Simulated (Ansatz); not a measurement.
Crystal: CuO (Tenorite).

```
Cu O
1.0
     2.34185   -1.71130    0.00000
     2.34185    1.71130    0.00000
    -0.85003    0.00000    5.05787
Cu O
2 2
Direct
  0.50000 0.00000 0.50000
  0.00000 0.50000 0.00000
  0.41840 0.58160 0.75000
  0.58160 0.41840 0.25000
```

* Program: Ansatz 0.2.0
* Task: relaxation of cell and atoms
* Functional: r2SCAN
* Potentials or basis: Ansatz PAW
* Cutoff: 500 eV (not typed: the program's choice for these potentials)
* k mesh: 10 × 10 × 5
* Occupations: fermi-dirac, width 0.05 eV
* Spin: no spin polarisation
* Hubbard terms: Cu d U = 4 eV

At the start: volume 10.13 Å³/atom.

Question: Where does the relaxation end?

Answer: It ends after 15 steps and the volume is 10.85 Å³/atom (+7.1 %); space group Cccm (No. 66, to 0.05 Å).

Step by step:
| step | energy change (eV) | largest force (eV/Å) | volume (Å³) |
| --- | --- | --- | --- |
| 1 | 0.0000 | 0.1877 | 40.54 |
| 2 | -0.0076 | 0.1610 | 40.86 |
| 3 | -0.0212 | 0.1266 | 41.32 |
| 4 | -0.0315 | 0.0511 | 42.52 |
| 5 | -0.0397 | 0.0278 | 42.79 |
| 6 | -0.0433 | 0.0021 | 42.96 |
| 7 | -0.0436 | 0.0013 | 43.02 |
| 8 | -0.0437 | 0.0008 | 43.06 |
| 9 | -0.0437 | 0.0008 | 43.11 |
| 10 | -0.0507 | 0.0006 | 43.11 |
| 11 | -0.0516 | 0.0180 | 43.61 |
| 12 | -0.0536 | 0.0005 | 43.38 |
| 13 | -0.0537 | 0.0001 | 43.39 |
| 14 | -0.0538 | 0.0000 | 43.40 |
| 15 | -0.0543 | 0.0001 | 43.40 |

Final structure:
```
Cu O
1.0
     2.06010   -2.04206    0.15593
     2.06010    2.04206    0.15593
    -0.41098    0.00000    5.12742
Cu O
2 2
Cartesian
  0.8246 -1.0210 2.6417
  1.0301 1.0210 0.0780
  1.7519 0.0054 4.0015
  1.9574 -0.0054 1.4378
```

Caveat: the plane-wave basis is chosen anew once the cell has moved, so the energies of steps on either side of that aren't comparable; the run has no spin polarisation, though such a crystal can be magnetic; U without spin polarisation on a metal has little footing; the PAW data sets come from PBE, with cores solved anew for the run's functional, which leaves a small shift of forces and pressure.
